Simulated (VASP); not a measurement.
# SiNi: the relaxed cell at several levels

Aim: relax SiNi at several levels and hold each cell against experiment. The levels: PBEsol, LDA, PBE, r2SCAN and PBEsol + D3(BJ). The start is a cell from a database of measured crystal structures.

Main program and level: VASP 6.6.1; PBEsol, spin-polarised from a ferromagnetic start; plane waves and PAW (Si, Ni), in the first sound run; inputs show where later runs differ.

## (1) Starting point

Before any relaxation, the start is as follows. The structure is orthorhombic, space group Pmmn (No. 59). The conventional cell has a = 3.027 Å, b = 3.273 Å, c = 4.698 Å, α = 90.00°, β = 90.00°, γ = 90.00°. Si has 6 Ni at 2.34 to 2.40 Å nearest. Ni has 6 Si at 2.34 to 2.40 Å nearest. Farther neighbours are not listed.

Structure file:

```cif
data_structure
_symmetry_space_group_name_H-M 'P 1'
_symmetry_Int_Tables_number 1
_cell_length_a 3.0266
_cell_length_b 3.2735
_cell_length_c 4.6978
_cell_angle_alpha 90.000
_cell_angle_beta 90.000
_cell_angle_gamma 90.000
_cell_volume 46.54
loop_
_atom_site_label
_atom_site_type_symbol
_atom_site_fract_x
_atom_site_fract_y
_atom_site_fract_z
_atom_site_occupancy
Si1 Si 0.50000 0.50000 0.84230 1
Si2 Si 0.00000 0.00000 0.15770 1
Ni3 Ni 0.50000 0.50000 0.34422 1
Ni4 Ni 0.00000 0.00000 0.65578 1
```

## (2) Relaxation with PBEsol

The start need not lie at this functional's minimum. ISIF = 3 frees volume, shape and positions, and EDIFFG sets the threshold on forces and stress at which the search stops. PBEsol restores the gradient expansion of exchange and is tuned for the cells of solids.

INCAR reads:

```
SYSTEM = SiNi
PREC = Accurate
ENCUT = 520
EDIFF = 1E-06
NELM = 100
ISMEAR = -1
SIGMA = 0.05
LREAL = .FALSE.
ALGO = Normal
GGA = PS
NBANDS = 24
ISPIN = 2
MAGMOM = 0 0 1 1
LASPH = .TRUE.
LMAXMIX = 4
LORBIT = 11
LWAVE = .FALSE.
LCHARG = .FALSE.
KPAR = 2
IBRION = 2
NSW = 60
ISIF = 3
EDIFFG = -0.01
```

POSCAR reads:

```
SiNi
1.0
    3.0266200000      0.0000000000      0.0000000000
    0.0000000000      3.2735000000      0.0000000000
    0.0000000000      0.0000000000      4.6977600000
Si Ni
2 2
Direct
    0.5000000000      0.5000000000      0.8423000000
    0.0000000000      0.0000000000      0.1577000000
    0.5000000000      0.5000000000      0.3442200000
    0.0000000000      0.0000000000      0.6557800000
```

KPOINTS reads:

```
Automatic mesh
0
Gamma
9 8 6
0 0 0
```

Potentials, in the order of the species: Si and Ni (PBE family, release 64).

The run is started by

```sh
$ mpirun -np 2 vasp_std
```

What it wrote:

```text
[banner, memory and clock lines left out]
running    2 mpi-ranks, on    1 nodes
 distrk:  each k-point on    1 cores,    2 groups
 distr:  one band on    1 cores,    1 groups

 POSCAR found type information on POSCAR SiNi
 POSCAR found :  2 types and       4 ions
|                                                                             |
|               ----> ADVICE to this user running VASP <----                  |
|                                                                             |
|     You enforced a specific xc type in the INCAR file but a different       |
|     [... a line on the potential file left out ...]
|     I HOPE YOU KNOW WHAT YOU ARE DOING!                                     |
|                                                                             |

 LDA part: xc-table for (Slater+PW92), standard interpolation
 POSCAR, INCAR and KPOINTS ok, starting setup
 FFT: planning ... GRIDC
 FFT: planning ... GRID_SOFT
 FFT: planning ... GRID
 WAVECAR not read
 entering main loop
       N       E                     dE             d eps       ncg     rms          rms(c)
DAV:   1     0.137923226165E+03    0.13792E+03   -0.12106E+04  9632   0.137E+03
DAV:   2    -0.212634793245E+02   -0.15919E+03   -0.14823E+03  9848   0.268E+02
DAV:   3    -0.292975609797E+02   -0.80341E+01   -0.78447E+01 12064   0.704E+01
DAV:   4    -0.294565929493E+02   -0.15903E+00   -0.15890E+00 10912   0.898E+00
DAV:   5    -0.294613096703E+02   -0.47167E-02   -0.47164E-02 12232   0.163E+00    0.216E+01
DAV:   6    -0.351503054704E+02   -0.56890E+01   -0.53578E+01 11472   0.137E+02    0.277E+01
DAV:   7    -0.260087763747E+02    0.91415E+01   -0.20727E+01 11464   0.868E+01    0.390E+00
DAV:   8    -0.259884604380E+02    0.20316E-01   -0.15868E+00 14528   0.131E+01    0.237E+00
DAV:   9    -0.259488164488E+02    0.39644E-01   -0.16383E-01 13296   0.546E+00    0.525E-01
DAV:  10    -0.259480090624E+02    0.80739E-03   -0.46853E-03 14168   0.771E-01    0.329E-01
DAV:  11    -0.259475891716E+02    0.41989E-03   -0.38652E-04 13192   0.168E-01    0.189E-01
DAV:  12    -0.259474623623E+02    0.12681E-03   -0.20087E-04 14088   0.223E-01    0.448E-02
DAV:  13    -0.259474583954E+02    0.39669E-05   -0.19238E-05 13752   0.476E-02    0.218E-02
DAV:  14    -0.259474557912E+02    0.26042E-05   -0.16991E-06  8368   0.196E-02    0.101E-02
DAV:  15    -0.259474547464E+02    0.10448E-05   -0.16946E-06  7552   0.134E-02    0.154E-03
DAV:  16    -0.259474547673E+02   -0.20843E-07   -0.62657E-07  5800   0.708E-03
   1 F= -.25947455E+02 E0= -.25942321E+02  d E =-.259475E+02  mag=    -0.0000
 curvature:   0.00 expect dE= 0.000E+00 dE for cont linesearch  0.000E+00
 trial: gam= 0.00000 g(F)=  0.104E-02 g(S)=  0.712E-01 ort = 0.000E+00 (trialstep = 0.100E+01)
 search vector abs. value=  0.723E-01
 bond charge predicted
       N       E                     dE             d eps       ncg     rms          rms(c)
DAV:   1    -0.272348741035E+02   -0.12874E+01   -0.10170E+01 11168   0.486E+01    0.108E+01
DAV:   2    -0.287051239596E+02   -0.14702E+01   -0.16053E+01 11416   0.773E+01    0.131E+01
DAV:   3    -0.259614018887E+02    0.27437E+01   -0.68089E+00 11504   0.502E+01    0.131E+00
DAV:   4    -0.259619998068E+02   -0.59792E-03   -0.28233E-01 11984   0.353E+00    0.120E+00
DAV:   5    -0.259472007963E+02    0.14799E-01   -0.28543E-02 13376   0.270E+00    0.311E-01
DAV:   6    -0.259468829262E+02    0.31787E-03   -0.20897E-03 11752   0.451E-01    0.143E-01
DAV:   7    -0.259469081024E+02   -0.25176E-04   -0.15394E-04 13376   0.948E-02    0.379E-02
DAV:   8    -0.259469022821E+02    0.58203E-05   -0.95770E-06 13856   0.343E-02    0.981E-03
DAV:   9    -0.259469008257E+02    0.14564E-05   -0.15319E-06  7592   0.191E-02    0.392E-03
DAV:  10    -0.259469006278E+02    0.19795E-06   -0.87065E-07  6264   0.667E-03
   2 F= -.25946901E+02 E0= -.25942446E+02  d E =0.554139E-03  mag=     0.0000
[... from here on, the cycles between the ionic steps are left out ...]
   3 F= -.25966113E+02 E0= -.25961318E+02  d E =-.186581E-01  mag=     0.0000
   4 F= -.25968267E+02 E0= -.25963774E+02  d E =-.215361E-02  mag=     0.0000
   5 F= -.25969545E+02 E0= -.25965220E+02  d E =-.343160E-02  mag=     0.0000
   6 F= -.25970778E+02 E0= -.25966653E+02  d E =-.123327E-02  mag=    -0.0000
   7 F= -.25971259E+02 E0= -.25967351E+02  d E =-.171433E-02  mag=     0.0000
   8 F= -.25971262E+02 E0= -.25967381E+02  d E =-.171789E-02  mag=     0.0000
   9 F= -.25971254E+02 E0= -.25967420E+02  d E =0.884796E-05  mag=    -0.0000
  10 F= -.25971295E+02 E0= -.25967435E+02  d E =-.321147E-04  mag=     0.0000
  11 F= -.25971294E+02 E0= -.25967432E+02  d E =-.316410E-04  mag=    -0.0000
 curvature:  -0.45 expect dE=-0.191E-04 dE for cont linesearch -0.445E-09
 trial: gam= 0.31537 g(F)=  0.404E-05 g(S)=  0.381E-04 ort = 0.423E-06 (trialstep = 0.124E+01)
 search vector abs. value=  0.606E-04
 bond charge predicted
       N       E                     dE             d eps       ncg     rms          rms(c)
DAV:   1    -0.259714562947E+02   -0.16203E-03   -0.63090E-03 11368   0.513E-01    0.865E-02
DAV:   2    -0.259713856980E+02    0.70597E-04   -0.40180E-04 12032   0.330E-01    0.629E-02
DAV:   3    -0.259713415545E+02    0.44144E-04   -0.20565E-04 11704   0.255E-01    0.424E-02
DAV:   4    -0.259713079620E+02    0.33592E-04   -0.49286E-05 13720   0.105E-01    0.490E-03
DAV:   5    -0.259713082785E+02   -0.31642E-06   -0.64498E-06 10528   0.250E-02
  12 F= -.25971308E+02 E0= -.25967436E+02  d E =-.142404E-04  mag=    -0.0000
 trial-energy change:   -0.000014  1 .order   -0.000014   -0.000052    0.000024
 step:   0.8539(harm=  0.8539)  dis= 0.00029  next Energy=   -25.971312 (dE=-0.180E-04)
 reached required accuracy - stopping structural energy minimisation
```

Wall time 9.9 min (2 MPI ranks of AMD EPYC 7R43, shared host); peak memory 0.52 GiB.

Lines that name or quote the potential files are left out of all logs, and their timing lines are given in words.

Parts of OUTCAR (step 2):

```text
ion  position               nearest neighbor table
   1  0.500  0.500  0.842-   3 2.34   3 2.36   4 2.40   4 2.40   4 2.40   4 2.40   2 2.68   2 2.68
                             2 2.68   2 2.68
   2  0.000  0.000  0.158-   4 2.34   4 2.36   3 2.40   3 2.40   3 2.40   3 2.40   1 2.68   1 2.68
                             1 2.68   1 2.68
   3  0.500  0.500  0.344-   1 2.34   1 2.36   2 2.40   2 2.40   2 2.40   2 2.40   4 2.67   4 2.67
                             4 2.67   4 2.67
   4  0.000  0.000  0.656-   2 2.34   2 2.36   1 2.40   1 2.40   1 2.40   1 2.40   3 2.67   3 2.67
                             3 2.67   3 2.67

  LATTYP: Found a simple orthorhombic cell.
 ALAT       =     3.0266200000
 B/A-ratio  =     1.0815695396
 C/A-ratio  =     1.5521472798

 Subroutine GETGRP returns: Found  8 space group operations
 (whereof  4 operations were pure point group operations)

The static configuration has the point symmetry C_2v.
 The point group associated with its full space group is D_2h.

 Found    100 irreducible k-points:

   k-points           NKPTS =    100   k-points in BZ     NKDIM =    100   number of bands    NBANDS=     24

   dimension x,y,z NGX =    24 NGY =   24 NGZ =   36
   dimension x,y,z NGXF=    48 NGYF=   48 NGZF=   72

   ENCUT  =  520.0 eV  38.22 Ry    6.18 a.u.   5.63  6.09  8.73*2*pi/ulx,y,z

   NELECT =      28.0000    total number of electrons

 k-points in reciprocal lattice and weights: Automatic mesh
   0.00000000  0.00000000  0.00000000       0.002
   0.11111111  0.00000000  0.00000000       0.005
   0.22222222  0.00000000  0.00000000       0.005
   0.33333333  0.00000000  0.00000000       0.005
   0.44444444  0.00000000  0.00000000       0.005
   0.00000000  0.12500000  0.00000000       0.005
   0.11111111  0.12500000  0.00000000       0.009
   0.22222222  0.12500000  0.00000000       0.009
   0.33333333  0.12500000  0.00000000       0.009
[...]
0.33333333  0.50000000  0.50000000       0.005
   0.44444444  0.50000000  0.50000000       0.005

 average (electrostatic) potential at core
       1 -78.1849       2 -78.1849       3 -80.3272       4 -80.3272

 E-fermi :  11.6046

 spin component 1
 k-point     1 :       0.0000    0.0000    0.0000
  band No.  band energies     occupation
    ...
     10       8.8674      1.00000
     11       9.2561      1.00000
     12       9.5615      1.00000
     13       9.5703      1.00000
     14      10.1804      1.00000
     15      12.8874      0.00000
     16      14.2821      0.00000
     17      16.7612      0.00000
     18      17.2019      0.00000
     19      18.9141      0.00000
    ...

 k-point     2 :       0.1111    0.0000    0.0000
  band No.  band energies     occupation
    ...
     10       9.0351      1.00000
     11       9.0911      1.00000
     12       9.3470      1.00000
     13       9.5332      1.00000
     14      10.8353      1.00000
     15      11.7051      0.11806
     16      14.4390      0.00000
     17      16.9285      0.00000
     18      17.6922      0.00000
     19      18.2274      0.00000
    ...

 k-point     3 :       0.2222    0.0000    0.0000
  band No.  band energies     occupation
    ...
     10       8.5925      1.00000
     11       9.2390      1.00000
     12       9.2574      1.00000
     13       9.6596      1.00000
     14      10.5999      1.00000
     15      11.8325      0.01036
     16      14.8457      0.00000
     17      15.7854      0.00000
     18      16.6146      0.00000
     19      17.3308      0.00000
    ...

 k-point     4 :       0.3333    0.0000    0.0000
  band No.  band energies     occupation
    ...
     10       8.8240      1.00000
     11       8.9912      1.00000
     12       9.2590      1.00000
     13       9.8654      1.00000
     14      10.2475      1.00000
     15      12.9766      0.00000
     16      14.2622      0.00000
     17      14.5568      0.00000
     18      15.8819      0.00000
     19      17.1948      0.00000
    ...

 k-point     5 :       0.4444    0.0000    0.0000
  band No.  band energies     occupation
    ...
     10       8.9582      1.00000
     11       9.0332      1.00000
     12       9.0962      1.00000
     13       9.9802      1.00000
     14      10.0603      1.00000
     15      13.4555      0.00000
     16      13.5516      0.00000
     17      14.2949      0.00000
     18      15.7981      0.00000
     19      16.9159      0.00000
    ...

 k-point     6 :       0.0000    0.1250    0.0000
  band No.  band energies     occupation
    ...
     10       9.0997      1.00000
     11       9.3340      1.00000
     12       9.4130      1.00000
     13       9.5190      1.00000
     14       9.8718      1.00000
     15      13.2322      0.00000
     16      15.3545      0.00000
     17      15.7227      0.00000
     18      17.3548      0.00000
     19      17.4085      0.00000
    ...

  Total       -0.0110395     -0.0159786     -0.0381861      0.0000000      0.0000000      0.0000000
  in kB       -0.3906228     -0.5653861     -1.3511770      0.0000000      0.0000000      0.0000000
  external PRESSURE =      -0.7690620 kB  Pullay stress =       0.0000000 kB

  energy-cutoff  :      520.00
  volume of cell :       45.28
      direct lattice vectors                 reciprocal lattice vectors
     2.943249058  0.000000000  0.000000000     0.339760578  0.000000000  0.000000000
     0.000000000  3.293773624  0.000000000     0.000000000  0.303603136  0.000000000
     0.000000000  0.000000000  4.670714630     0.000000000  0.000000000  0.214100000

 POSITION                                       TOTAL-FORCE (eV/Angst)
 -----------------------------------------------------------------------------------
      1.47162      1.64689      3.93314         0.000000      0.000000     -0.002434
      0.00000      0.00000      0.73757         0.000000      0.000000      0.002434
      1.47162      1.64689      1.60332         0.000000      0.000000     -0.000817
      0.00000      0.00000      3.06739         0.000000      0.000000      0.000817
 -----------------------------------------------------------------------------------
    total drift:                                0.000000     -0.000000      0.000000

  FREE ENERGIE OF THE ION-ELECTRON SYSTEM (eV)
  ---------------------------------------------------
  free  energy   TOTEN  =       -25.9713082785 eV

  energy  without entropy=      -25.9635634463  energy(sigma->0) =      -25.96743586

 reached required accuracy - stopping structural energy minimisation

 total charge
# of ion       s       p       d       tot
------------------------------------------
    1        0.748   0.866   0.000   1.614
    2        0.748   0.866   0.000   1.614
    3        0.489   0.629   8.482   9.600
    4        0.489   0.629   8.482   9.600
--------------------------------------------------
tot          2.473   2.990  16.964  22.427

 magnetization (x)
# of ion       s       p       d       tot
------------------------------------------
    1        0.000   0.000   0.000   0.000
    2        0.000   0.000   0.000   0.000
    3       -0.000  -0.000  -0.000  -0.000
    4       -0.000  -0.000  -0.000  -0.000
--------------------------------------------------
tot         -0.000  -0.000  -0.000  -0.000

[... 1 further part left out ...]
```

The moments of the start collapse, so the state is non-magnetic; other starts or orders were not tried. The PAW data sets were made with PBE, which is usual practice but a small mismatch for other functionals. The run keeps the 8 symmetry operations of its start, so it cannot find a distortion of lower symmetry.

Relaxation path:

| step | energy less that of the first step (eV) | largest force (eV/Å) | pressure (GPa) | volume (Å³) |
| --- | --- | --- | --- | --- |
| 1 | 0.0000 | 0.1039 | -4.77 | 46.54 |
| 2 | 0.0006 | 0.1102 | 5.52 | 44.25 |
| 3 | -0.0187 | 0.0374 | 0.06 | 45.38 |
| 4 | -0.0208 | 0.0031 | 0.06 | 45.32 |
| 5 | -0.0221 | 0.0547 | 0.12 | 45.23 |
| 6 | -0.0233 | 0.0286 | 0.07 | 45.27 |
| 7 | -0.0238 | 0.0075 | -0.08 | 45.31 |
| 8 | -0.0238 | 0.0079 | -0.16 | 45.31 |
| 9 | -0.0238 | 0.0078 | 0.24 | 45.21 |
| 10 | -0.0238 | 0.0052 | 0.09 | 45.27 |
| 11 | -0.0238 | 0.0050 | 0.06 | 45.27 |
| 12 | -0.0239 | 0.0024 | -0.08 | 45.28 |

| conventional cell, symmetrised | before | after | change |
| --- | --- | --- | --- |
| a (Å) | 3.027 | 2.943 | -2.8 % |
| b (Å) | 3.273 | 3.294 | +0.6 % |
| c (Å) | 4.698 | 4.671 | -0.6 % |
| volume (Å³/atom) | 11.64 | 11.32 | -2.7 % |

The relaxed structure:

```cif
data_structure
_symmetry_space_group_name_H-M 'P 1'
_symmetry_Int_Tables_number 1
_cell_length_a 2.9432
_cell_length_b 3.2938
_cell_length_c 4.6707
_cell_angle_alpha 90.000
_cell_angle_beta 90.000
_cell_angle_gamma 90.000
_cell_volume 45.28
loop_
_atom_site_label
_atom_site_type_symbol
_atom_site_fract_x
_atom_site_fract_y
_atom_site_fract_z
_atom_site_occupancy
Si1 Si 0.50000 0.50000 0.84209 1
Si2 Si 0.00000 0.00000 0.15791 1
Ni3 Ni 0.50000 0.50000 0.34327 1
Ni4 Ni 0.00000 0.00000 0.65673 1
```

Numbers from this step:

```
electrons                       : 28
bands                           : 24
irreducible k-points            : 100
symmetry operations             : 8
free energy (TOTEN)             : -25.97 eV
energy at zero smearing         : -25.97 eV
Fermi energy                    : 11.60 eV
pressure                        : -0.07691 GPa
metallic                        : yes
SCF cycles over all ionic steps : 87
```

The spin moment in the PAW sphere vanishes on all atoms.

It ends with a largest force of 0.002 eV/Å and a pressure of -0.08 GPa. The volume lies -2.7 % from that of the database's start, which holds the thermal and zero-point expansion of its experiment. The conventional cell has a = 2.943, b = 3.294 and c = 4.671 Å.

(Continued in part 2 of 3.)

[Lines on the potential files, build, host, timing and source positions are cut from VASP's logs without a mark.]

[Logs are printed without paths, hosts, clocks, repeated set-up lines and the standing remarks that a program may print on its own settings, such as how far it seeks lower states.]

[Hosts, paths, dates, database ids (printed as entryN), source tags and the programs' standing remarks are cut or masked in the printed files.]

[A measured line is paired with the nearest computed mode of its activity, which favours agreement.]
